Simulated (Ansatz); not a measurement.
**Response to strain in CaSe**

Take CaSe in the rock salt structure (space group Fm-3m, No. 225; a = 5.8685 Å) as the base.

Strains are applied to the cell and any free atomic positions relax.

Computed with Kohn–Sham DFT with the PBEsol functional, run in Ansatz (a first-principles code) with PAW and 420 eV plane waves, scalar-relativistic without spin-orbit coupling.

| isotropic strain (%) | band gap (eV) |
|---|---|
| -3 | 1.61 |
| -2.5 | 1.66 |
| -2 | ? |
| -1.5 | 1.75 |
| -0.5 | 1.84 |
| 0 | 1.88 |
| 1 | 1.95 |
| 2.5 | 2.05 |
| 3 | 2.08 |

### Question
Fit E_g = E₀ + Dε (ε in %) to the rows shown and predict the withheld row.

### Answer
Least squares on the printed values gives E₀ = 1.86 eV, D = 78.0 meV per % of strain (largest residual 0.02 eV); this predicts 1.71 eV, and the run gives 1.71 eV, in agreement.

Gaps are read on the SCF mesh and a high-symmetry path. Stability against distortions was not tested.
